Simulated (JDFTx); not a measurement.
The system is WC (Qusongite).

```xyz
2
Lattice="2.9065 0.0000 0.0000 -1.4532 2.5171 0.0000 0.0000 0.0000 2.8366" Properties=species:S:1:pos:R:3 pbc="T T T"
W     0.0000    0.0000    0.0000
C     1.4533    0.8390    1.4183
```

- Program: JDFTx 1.7.0 (patched build)
- Task: single point
- Functional: PBE
- Potentials or basis: PseudoDojo-SR-PBE-0.5-standard
- Cutoff: 1116 eV
- Density cutoff: 4463 eV
- k mesh: 10 × 10 × 9
- Occupations: fermi-dirac, width 0.05 eV
- Spin: no spin polarisation

On this cell: pressure 5.7 GPa; largest force under 0.003 eV/Å; band gap on the k mesh none (metal or under the smearing width).

The same run follows on a disturbed copy (atoms moved at random, drawn with an rms of 0.05 Å):

```
CELL_PARAMETERS angstrom
2.90650 0.00000 0.00000
-1.45325 2.51710 0.00000
0.00000 0.00000 2.83660
ATOMIC_POSITIONS crystal
W 0.00594 0.00668 0.01947
C 0.68209 0.32485 0.51994
```

Task: What changes?

Result: The energy (extrapolated to zero smearing) moves by +16.1 meV/atom; pressure 6.4 GPa; largest force 1.037 eV/Å; band gap on the k mesh none (metal or under the smearing width).

Forces in eV/Å, atoms in the order of the input:
```
W    0.830 -0.621  0.019
C   -0.830  0.620 -0.019
```

Stress tensor (GPa, compression positive):
```
 7.98 -2.15  0.03
-2.15  4.72 -0.02
 0.03 -0.02  6.44
```

Caveats: forces may be off by hundredths of an eV/Å.
